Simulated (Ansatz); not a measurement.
## Ge: one input, then a changed one

The cell was built from the hcp type and relaxed in the same program; it needn't be a known or the stable phase. The listed cell was then made from it by scaling, straining or moving an atom.

First run: DFT, PBE, all-electron LAPW, scalar-relativistic (Ansatz 0.2.0).

Command: `ansatz run input.yaml --threads 1 --pin off --max-ram 2048MiB --backend cpu --events-out ev --progress --plain --runs-dir out` The run took 41 s on 1 thread of Arm Neoverse N1, on a shared host, peak memory 0.45 GiB.

```yaml
crystal:
  lattice:
    - [2.9157300969, 0.0, 0.0]
    - [-1.4578650484, 2.5250963345, 0.0]
    - [0.0, 0.0, 4.9512115212]
  atoms:
    - { symbol: Ge, position: [0.3333333333, 0.6666666667, 0.25] }
    - { symbol: Ge, position: [0.6666666667, 0.3333333333, 0.75] }
kpoints:
  mp_grid: { grid: [15, 15, 8] }
scf:
  occupations: { method: fermi_dirac, width: 0.05 }
hamiltonian:
  xc: pbe
  pseudopotentials: { kind: all_electron, lapw: { basis_error: 0.0005 } }
output:
  forces: true
  stress: true
  eigenvalues: true
```

Result: converged; pressure 4.58 GPa; no gap on the k mesh; 7 SCF iterations.

The input is then changed:

```diff
@@ -11,7 +11,9 @@
 scf:
   occupations: { method: fermi_dirac, width: 0.05 }
+  mixing: { algorithm: anderson, beta: 0.1 }
 hamiltonian:
   xc: pbe
   pseudopotentials: { kind: all_electron, lapw: { basis_error: 0.0005 } }
+  dispersion: d4
 output:
   forces: true
```

(1) What does the second run give?

Answers

(1) It converged; pressure 1.29 GPa; no gap on the k mesh; 9 SCF iterations.
